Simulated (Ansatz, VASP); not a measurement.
**Two plane-wave programs on Ni**

```
Ni
1.0
     0.00000    1.76735    1.76735
     1.76735    0.00000    1.76735
     1.76735    1.76735    0.00000
Ni
1
Direct
  0.00000 0.00000 0.00000
```

Alike in both runs: task single point; functional PBE; k mesh 13 × 13 × 13; occupations gaussian, width 0.1 eV; collinear spin.

|  | VASP | Ansatz |
| --- | --- | --- |
| version | VASP 6.6.1 | Ansatz 0.2.0 |
| potentials or method | VASP PAW PBE potentials, release 64 (Ni) | PAW, plane waves, scalar-relativistic |
| plane-wave cutoff (eV) | 520 | 420 |
| valence electrons in the cell | 10 | 18 |

Ansatz gave:

| Quantity | Value |
| --- | --- |
| pressure (GPa) | -2.8 |
| net moment per atom (μB) | 0.63 |
| size of the moment on the site where the two differ most (μB) | 0.67 |

**Question.** Estimate VASP's values.

**Answer.** Pressure (GPa): -2.8; net moment per atom (μB): 0.63; size of the moment on the site where the two differ most (μB): 0.64.

Site moments also hang on the region over which each program counts them. The two sets of potentials don't hold the same shells in valence.
